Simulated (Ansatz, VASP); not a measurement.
# WS: VASP beside Ansatz

INCAR

```
SYSTEM = WS
PREC = Accurate
ENCUT = 520
EDIFF = 1E-6
ISMEAR = -1
SIGMA = 0.05
LREAL = .FALSE.
LASPH = .TRUE.
NELM = 80
ALGO = Normal
ISIF = 2
LWAVE = .FALSE.
LCHARG = .FALSE.
GGA = PE
NBANDS = 28
```

Contents of KPOINTS:

```
regular mesh
0
G
  10 10 1
  0 0 0
```

POSCAR

```
WS
1.0
    3.1835163551      0.0000000000      0.0000000000
   -1.5917581776      2.7570060369      0.0000000000
    0.0000000000      0.0000000000     31.9505778900
W S
2 2
Direct
    0.3333333300      0.6666666600      0.2347375383
    0.3333333300      0.6666666600      0.7652624617
    0.6666666700      0.3333333400      0.2835461018
    0.6666666700      0.3333333400      0.7164538982
```

File input.yaml:

```yaml
crystal:
  lattice:
    - [3.1835163551, 0.0, 0.0]
    - [-1.5917581776, 2.7570060369, 0.0]
    - [0.0, 0.0, 31.95057789]
  atoms:
    - { symbol: W, position: [0.33333333, 0.66666666, 0.2347375383] }
    - { symbol: S, position: [0.66666667, 0.33333334, 0.2835461018] }
    - { symbol: S, position: [0.66666667, 0.33333334, 0.7164538982] }
    - { symbol: W, position: [0.33333333, 0.66666666, 0.7652624617] }
kpoints:
  mp_grid: { grid: [10, 10, 1] }
scf:
  occupations: { method: fermi_dirac, width: 0.05 }
hamiltonian:
  xc: pbe
  pseudopotentials: { kind: all_electron, lapw: { basis_error: 0.002 } }
output:
  forces: true
  stress: true
  eigenvalues: true
```

Alike in both runs: task single point; functional PBE; k mesh 10 × 10 × 1; occupations fermi-dirac, width 0.05 eV; no spin polarisation.

```csv
,VASP,Ansatz
version,VASP 6.6.1,Ansatz 0.2.0
potentials or method,"VASP PAW PBE potentials, release 64 (W_sv, S)","all-electron LAPW, scalar-relativistic"
plane-wave cutoff (eV),520,see its input
```

VASP gave:

- gap on the k mesh at the Fermi level (eV): 0.21
- least direct gap on the mesh (eV): 0.82
- rms of the force components (eV/Å): 0.286

Task: What did Ansatz give for the same quantities?

Result: gap on the k mesh at the Fermi level (eV): 0.21; least direct gap on the mesh (eV): 0.82; rms of the force components (eV/Å): 0.275.

Ansatz ran all-electron here, so the differences hold the error of VASP's frozen core and of both bases.

Caveats: spin-orbit coupling is left out, which moves the levels of the heavy elements.
